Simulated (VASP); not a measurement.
# A VASP 6.6.1 single-point calculation on MgS

INCAR

```
NELM = 71
PREC = Normal
ENCUT = 520
LASPH = .TRUE.
LREAL = .FALSE.
SIGMA = 0.01
IBRION = -1
ISIF = 2
METAGGA = R2SCAN
ISMEAR = 0
LWAVE = .FALSE.
NBANDS = 28
LCHARG = .FALSE.
EDIFF = 1E-7
ALGO = Normal
NSW = 0
```

KPOINTS

```
KPOINTS created by Atomic Simulation Environment
0
Gamma
8 8 8
0 0 0
```

POSCAR

```
Mg S
 1.0000000000000000
     0.0000000000000000    2.7315938338999999    2.7315938338999999
     2.7315938338999999    0.0000000000000000    2.7315938338999999
     2.7315938338999999    2.7315938338999999    0.0000000000000000
 Mg  S
   1   1
Cartesian
  0.0000000000000000  0.0000000000000000  0.0000000000000000
  2.7315938338999994  2.7315938338999994  2.7315938338999994
```

The recommended PBE PAW datasets give the neutral cell 8 valence electrons.

Command

```
mpirun -np 1 vasp_std
```

OSZICAR

```
N       E                     dE             d eps       ncg     rms          rms(c)
DAV:   1     0.162780439400E+02    0.16278E+02   -0.29368E+03  1648   0.233E+02
DAV:   2    -0.157561242754E+02   -0.32034E+02   -0.30329E+02  2056   0.629E+01
DAV:   3    -0.170651251629E+02   -0.13090E+01   -0.12983E+01  2012   0.113E+01
DAV:   4    -0.170711398975E+02   -0.60147E-02   -0.60139E-02  1912   0.800E-01
DAV:   5    -0.170711766904E+02   -0.36793E-04   -0.36792E-04  1952   0.657E-02    0.411E+00
DAV:   6    -0.153257552784E+02    0.17454E+01   -0.54545E-01  1772   0.212E+00    0.392E+00
DAV:   7    -0.153246185983E+02    0.11367E-02   -0.16772E-01  2044   0.103E+00    0.234E+00
DAV:   8    -0.153271679895E+02   -0.25494E-02   -0.54922E-03  1768   0.293E-01    0.107E-01
DAV:   9    -0.153271978350E+02   -0.29845E-04   -0.13401E-04  2056   0.409E-02    0.122E-01
DAV:  10    -0.153272168787E+02   -0.19044E-04   -0.47216E-05  1772   0.255E-02    0.238E-02
DAV:  11    -0.153272145912E+02    0.22875E-05   -0.90267E-07  1948   0.285E-03    0.626E-03
DAV:  12    -0.153272145502E+02    0.41046E-07   -0.57121E-08  1872   0.913E-04
   1 F= -.15327215E+02 E0= -.15327215E+02  d E =-.479584E-26
```

Standard output (part)

```
POSCAR found type information on POSCAR MgS
 POSCAR found :  2 types and       2 ions
 LDA part: xc-table for (None), standard interpolation
 POSCAR, INCAR and KPOINTS ok, starting setup
 WAVECAR not read
 entering main loop
```

From OUTCAR

```
k-points           NKPTS =     29   k-points in BZ     NKDIM =     29   number of bands    NBANDS=     28

   NELECT =       8.0000    total number of electrons

   dimension x,y,z NGX =    24 NGY =   24 NGZ =   24
   dimension x,y,z NGXF=    48 NGYF=   48 NGZF=   48

  energy-cutoff  :      520.00
  volume of cell :       40.76
      direct lattice vectors                 reciprocal lattice vectors
     0.000000000  2.731593834  2.731593834    -0.183043318  0.183043318  0.183043318
     2.731593834  0.000000000  2.731593834     0.183043318 -0.183043318  0.183043318
     2.731593834  2.731593834  0.000000000     0.183043318  0.183043318 -0.183043318

 k-points in reciprocal lattice and weights: KPOINTS created by Atomic Simulation Env
   0.00000000  0.00000000  0.00000000       0.002
   0.12500000  0.00000000  0.00000000       0.016
   0.25000000  0.00000000  0.00000000       0.016
   0.37500000  0.00000000  0.00000000       0.016
   0.50000000  0.00000000  0.00000000       0.008
   0.12500000  0.12500000  0.00000000       0.012
   0.25000000  0.12500000  0.00000000       0.047
   0.37500000  0.12500000  0.00000000       0.047
   ...

 E-fermi :   2.3674

 k-point     1 :       0.0000    0.0000    0.0000
  band No.  band energies     occupation
      1     -10.1191      2.00000
      2       2.2965      2.00000
      3       2.2965      2.00000
      4       2.2965      2.00000
      5       5.7868      0.00000
      6      10.8785      0.00000
      7      10.8785      0.00000
      8      10.8785      0.00000
      9      13.0346      0.00000
     10      13.0346      0.00000
     11      15.3176      0.00000
     12      15.3176      0.00000
     13      15.3176      0.00000
     14      15.3927      0.00000
     15      22.5365      0.00000
     16      28.4864      0.00000
     17      28.4864      0.00000
     18      28.4864      0.00000
     19      31.7959      0.00000
     20      31.7959      0.00000
     21      31.7959      0.00000
     22      33.6467      0.00000
     23      33.6467      0.00000
     24      36.1525      0.00000
     25      36.1525      0.00000
     26      36.1525      0.00000
     27      37.9086      0.00000
     28      37.9086      0.00000

 k-point     2 :       0.1250    0.0000    0.0000
  band No.  band energies     occupation
      1      -9.9982      2.00000
      2       1.3813      2.00000
      3       2.2186      2.00000
      4       2.2186      2.00000
      5       6.5780      0.00000
      6      10.4928      0.00000
      7      11.0657      0.00000
      8      11.0657      0.00000
      9      12.3483      0.00000
     10      12.3483      0.00000
     11      14.9205      0.00000
     12      16.7172      0.00000
     13      16.7180      0.00000
     14      16.7180      0.00000
     15      23.2432      0.00000
     16      26.7957      0.00000
     17      26.9753      0.00000
     18      26.9753      0.00000
     19      31.2359      0.00000
     20      31.2359      0.00000
     21      33.0698      0.00000
     22      33.7171      0.00000
     23      33.7171      0.00000
     24      35.8342      0.00000
     25      35.8342      0.00000
     26      36.3940      0.00000
     27      40.1142      0.00000
     28      40.1142      0.00000

 ...

  Total       -2.3014588     -2.3014588     -2.3014588      0.0000000      0.0000000      0.0000000
  in kB      -90.4555904    -90.4555904    -90.4555904      0.0000000      0.0000000      0.0000000
  external PRESSURE =     -90.4555904 kB  Pullay stress =       0.0000000 kB

 POSITION                                       TOTAL-FORCE (eV/Angst)
 -----------------------------------------------------------------------------------
      0.00000      0.00000      0.00000        -0.000000      0.000000      0.000000
      2.73159      2.73159      2.73159         0.000000     -0.000000     -0.000000
 -----------------------------------------------------------------------------------
    total drift:                               -0.000000     -0.000000      0.000000

  FREE ENERGIE OF THE ION-ELECTRON SYSTEM (eV)
  ---------------------------------------------------
  free  energy   TOTEN  =       -15.3272145502 eV

  energy  without entropy=      -15.3272145502  energy(sigma->0) =      -15.32721455
```

It converged. Results: gap between bands v and c on the k mesh 3.10 eV; least direct gap on the k mesh 3.49 eV; pressure -9.0 GPa. Band v is the last that the valence electrons fill when counted band by band, and c is the next.

For comparison, a separate r²SCAN run of the intended cell, on usual settings and not on those above, gives a gap of 3.10 eV on its mesh and a pressure of -9.0 GPa.

The run above took about 35 s on one core of a shared host (Intel Xeon Platinum 8488C) and held 0.16 GiB at most.
